**3dⁿ ions, Sc²⁺ to Cu²⁺: what breaks at the half-filled shell**

Does the half-filled 3d shell leave a mark on the size of the 3d orbital and on the repulsion between 3d electrons, or only on the way their spins and orbital momenta couple? The data are relativistic CI results for the free 2+ ions, one $3d^n$ configuration each, on exchange-only orbitals.

Free 2+ ions from Sc to Cu, computed with radial Dirac CI 1: single-configuration Dirac–Coulomb–Breit CI with model QED terms, on exchange-only KLI orbitals optimised for each configuration. Valence Slater integrals are scaled by 0.85 in the CI; the printed F⁴ is unscaled, and the radial columns refer to the 3d shell, averaged over j.

```csv
species,Z,electrons,configuration,lowest level,lande g,mean radius (bohr),mean square radius (bohr²),slater f4 (cm⁻¹)
Sc2+,21,19,[Ar] 3d,2D3/2,0.7993,1.5417,2.981,n/a
Ti2+,22,20,[Ar] 3d2,3F2,0.6658,1.4081,2.499,41238
V2+,23,21,[Ar] 3d3,4F3/2,0.3985,1.2987,2.134,44703
Cr2+,24,22,[Ar] 3d4,5D0,n/a,1.2075,1.852,48075
Mn2+,25,23,[Ar] 3d5,6S5/2,2.002,1.1300,1.628,51370
Fe2+,26,24,[Ar] 3d6,5D4,1.500,1.0631,1.446,54600
Co2+,27,25,[Ar] 3d7,4F9/2,1.333,1.0046,1.296,57778
Ni2+,28,26,[Ar] 3d8,3F4,1.250,0.95286,1.169,60912
Cu2+,29,27,[Ar] 3d9,2D5/2,1.200,0.90672,1.062,n/a
```

The lowest level is written $^{2S+1}L_J$, with total spin $S$, orbital momentum $L$ and total momentum $J$. The column lande g is the Landé factor $g$ of that level. The mean radius $\langle r\rangle$ and mean square radius $\langle r^2\rangle$ refer to the 3d orbital, and slater f4 is the radial integral $F^4$, which with $F^2$ sets the spacing of the terms. The number of 3d electrons is $n$, the electron count less 18. $Z$ and $n$ rise together, so no column can separate the effect of the added proton from that of the added electron.

**Radial columns: no break at half filling**

The mean radius falls by 41 % from Sc²⁺ to Cu²⁺, and each step is smaller than the one before, from 0.134 to 0.046 bohr. The smooth model used to look for a break has no fitted constant: each inner row is predicted by the cubic through its two neighbours on either side, $y_i \approx (4y_{i-1}+4y_{i+1}-y_{i-2}-y_{i+2})/6$. A row that stood out by some amount would miss by that amount, and its nearest neighbours would miss in the opposite sense.

Applied to $\langle r\rangle$ itself, the cubic misses V²⁺, Cr²⁺ and Mn²⁺ by 0.019, 0.019 and 0.013 % of the value, slightly more than rounding allows (about 0.01 %). These misses share one sign and die away along the row, which is the signature of a curve too strongly bent for a cubic. In $1/\langle r\rangle$, which is much straighter, all five tested rows lie within rounding, and Mn²⁺ misses by 0.001 %. The same holds for the inverse root-mean-square radius and for $F^4$. A change of slope does not appear either: the second differences of $1/\langle r\rangle$ shrink in size at every row through Mn²⁺ and Fe²⁺. In these orbitals any special contraction at $d^5$ is therefore below about 0.01 % in $\langle r\rangle$; for the root-mean-square radius, printed with fewer digits, the limit is about 0.05 %. The test does not reach the two rows at either end. At the light end the second differences run −1.72, −1.67, −1.36 and −1.11 in units of $10^{-3}$ bohr⁻¹, the first change far smaller than the next ones, and the extra digits of the runs keep this unevenness. Sc²⁺, one of the rows the method warns about, thus lies a few hundredths of a percent off the curve of the other eight; the cause is not established here.

**Why the radius falls evenly**

A hydrogen-like ion, one 3d electron around a bare charge $Z'$, serves as the analogy. Its orbital keeps its shape and only shrinks, with $\langle r\rangle = 10.5/Z'$ bohr, so each unit of charge adds $1/10.5 = 0.0952$ bohr⁻¹ to $1/\langle r\rangle$. The steps in the table are 0.65 of this at the start of the series and 0.56 at the end. Standard theory accounts for a fraction between zero and one: the added proton pulls in full, while the added electron has the same radial distribution as the other 3d electrons and lies inside a given one only part of the time. A nearly even rise of $1/\langle r\rangle$ then forces shrinking steps in $\langle r\rangle$.

The analogy stops at the shape. For the hydrogen-like orbital $\langle r^2\rangle/\langle r\rangle^2 = 1.143$; the ions give 1.254 to 1.292. A real 3d electron overlaps the 3s and 3p shells, feels a large charge at small $r$ and a small one in its tail, and its density is broader in proportion. The fractions 0.65 to 0.56 are thus a yardstick and should not be read as increments of an effective charge.

Part of the smoothness is built in. The orbitals are optimised for the configuration, not for the level, and the radial values are averaged over $j$. An orbital made this way responds to how many 3d electrons there are and not to how their spins are aligned; in the usual average over a configuration the 3d–3d energy is $n(n-1)/2$ times one mean pair energy, which has nothing special at $n=5$. These radii cannot test whether the exchange of the high-spin term contracts the shell.

**$F^4$ follows the radius**

$F^4$ is the average of $r_<^4/r_>^5$ over two 3d electrons, an inverse length. If the radial function is merely compressed, $P(r)\to\sqrt{s}\,P(sr)$, then $\langle r\rangle\to\langle r\rangle/s$ and $F^4\to sF^4$, and the product stays fixed. From Ti²⁺ to Ni²⁺, $F^4$ rises by 47.7 % and $1/\langle r\rangle$ by 47.8 %; the product drifts down by only about 0.05 % of its mean. The growth of repulsion is the contraction seen again. The constancy is better than pure compression can claim, since the shape ratio drifts by 3 % over the series and the product of $F^4$ with the root-mean-square radius spreads by 1.0 %. A partial cancellation of shape effects in $F^4\langle r\rangle$ is a guess.

The factor 0.85 is not behind these trends, because it is the same in every row and the printed integrals do not contain it. Mn²⁺ confirms the second point. The $^6S$–$^4G$ gap is $10B+5C$, with Racah parameters $B=F^2/49-5F^4/441$ and $C=35F^4/441$. The unscaled integrals of the run give 31440 cm⁻¹, the CI gives 26652 cm⁻¹, and the ratio is 0.848. Sc²⁺ has no 3d pair, and in Cu²⁺, with one hole and one term, $F^4$ shifts all levels alike, so the integral plays no part in their spectra.

**The breaks: $g$ at Cr²⁺ and Mn²⁺**

$g$ falls from 0.80 to 0.40 over the first three ions, is undefined at Cr²⁺, stands at 2.00 for Mn²⁺, 1.60 above V²⁺, and then falls to 1.20. The model is Hund's rules followed by the Landé formula, again with nothing fitted. Filling $m_l = 2,\dots,-2$ with parallel spins first gives $S$ and $L$, and $d^n$ and $d^{10-n}$ share a term. Within a term the spin–orbit energy is $\lambda\,\mathbf L\cdot\mathbf S$ with $\lambda=\pm\zeta/2S$, where $\zeta$ is the one-electron constant. Below half filling the sign is positive and the lowest level has $J=|L-S|$. Above it the five electrons of majority spin carry no net orbital momentum, all of $\mathbf L$ belongs to electrons whose spin opposes $\mathbf S$, the sign reverses and $J=L+S$. This counting gives the lowest level of all nine rows. With the free-electron value $g_s=2.00232$,

$$g = 1+(g_s-1)\,\frac{J(J+1)+S(S+1)-L(L+1)}{2J(J+1)}.$$

V²⁺ and Co²⁺ both have $S=3/2$ and $L=3$. For V²⁺, $J=3/2$, the fraction is $(3.75+3.75-12)/7.5=-0.6$, and $g=1-0.6\times1.00232=0.3986$ against 0.3985 in the table. For Co²⁺, $J=9/2$, the fraction is $(24.75+3.75-12)/49.5=1/3$, and $g=1.3341$ against 1.333. The fraction is the projection of the spin on $\mathbf J$: negative when the spin points against the larger orbital momentum, which pulls $g$ below one, and positive when the two are aligned.

The difference within such mirror pairs sizes the break with the term held fixed: 0.93 for Co²⁺ and V²⁺, 0.58 for Ni²⁺ and Ti²⁺, 0.40 for Cu²⁺ and Sc²⁺. It equals $(g_s-1)\,[S/(L+S)+S/(L-S+1)]$, so it grows with the spin being turned round and falls as $L$ rises. In Cr²⁺, $L=S=2$ cancel to $J=0$; four spins remain parallel, but a single state has no first-order Zeeman splitting. In Mn²⁺ each $m_l$ is occupied once, $L=0$, and $g$ is nearly that of a free spin. The radius enters none of this.

**How far the Landé formula holds**

Taken to more digits, the computed $g$ lies below the formula in all eight rows that have one, by 0.00006 (V²⁺) to 0.0010 (Co²⁺); the leading term has weight 100 % to rounding in every row. Mixing of terms cannot be the whole cause, because Sc²⁺ and Cu²⁺ have only $^2D$ and still fall short by 0.0002 and 0.0006. A relativistic reduction of the magnetic moment, of order the square of the fine-structure constant times the kinetic energy in hartree, has this size and grows as the orbital contracts: the Cu²⁺ miss is about three times that of Sc²⁺, and the squared ratio of their radii is 2.9. Weak mixing with lower-spin terms of the same $J$, whose $g$ is nearer one, raises $g$ in Ti²⁺ and V²⁺ and lowers it from Mn²⁺ to Ni²⁺, by amounts that the $\zeta$, $F^2$ and $F^4$ of the runs fix. In Mn²⁺ the partner is $^4P_{5/2}$, with $g=1.6$, lying $7B+7C$ above $^6S$ and coupled to it by $\sqrt5\,\zeta$. With $\zeta=299.5$ cm⁻¹ and a scaled gap of 30836 cm⁻¹ its weight is 0.05 %, which lowers $g$ by 0.0002 of the miss of 0.00065. The remainder falls between the Sc²⁺ and Cu²⁺ misses, as the relativistic term requires. The mixing was not worked out for the other ions with several terms, so there the two effects are a likely explanation of the miss, not a tested one.

The method warns that fine structure may be too small or inverted for Sc²⁺ and Ti²⁺. The Sc²⁺ interval comes out at 162.5 cm⁻¹, about 0.8 of a measured value recalled as roughly 200. The level order survives, and $g$ depends on the order and hardly on the interval. The interval does matter for magnetism at room temperature, where $kT$ is 207 cm⁻¹. From Sc²⁺ to Cr²⁺ the computed next level lies within $kT$, at only 0.28 $kT$ for Cr²⁺, so the lowest level alone does not give the moment of these ions; even Fe²⁺, at 2.0 $kT$, is marginal.

**Where else a break belongs**

Theory puts it in any quantity that depends on the term. The number of parallel-spin pairs, each lowering the energy by exchange, rises by 1, 2, 3, 4 up to $d^5$, by none at $d^6$, then by 1, 2, 3. Removing a 3d electron from Mn²⁺ sacrifices four such pairs and from Fe²⁺ none, the standard reason for the drop in ionisation energy between them. The same runs show a break in the first excitation: Mn²⁺ has no fine structure in $^6S$ and must flip a spin, at 129 $kT$, while in the other ions the next level lies below 10 $kT$. The ground term lies below the configuration average by an energy built from $F^2$ and $F^4$, largest at $d^5$, where it is $\tfrac{25}{63}(F^2+F^4)$. That energy grows as the shell contracts, so orbitals optimised for the ground term should be drawn in most at Mn²⁺, probably by well over the 0.01 % limit found above; these runs do not test it. The uneven radii of these ions in crystals are a different quantity, governed by how many electrons occupy the d orbitals that point at the ligands.

The same reasoning extends to neighbours. An ion such as Fe³⁺ keeps the $^6S_{5/2}$ level and the $g$ of Mn²⁺ with a smaller orbital and larger $F^4$, and in a 4f shell the $J=0$ level falls at $f^6$, where $L=S=3$, just before the spin-only $f^7$.
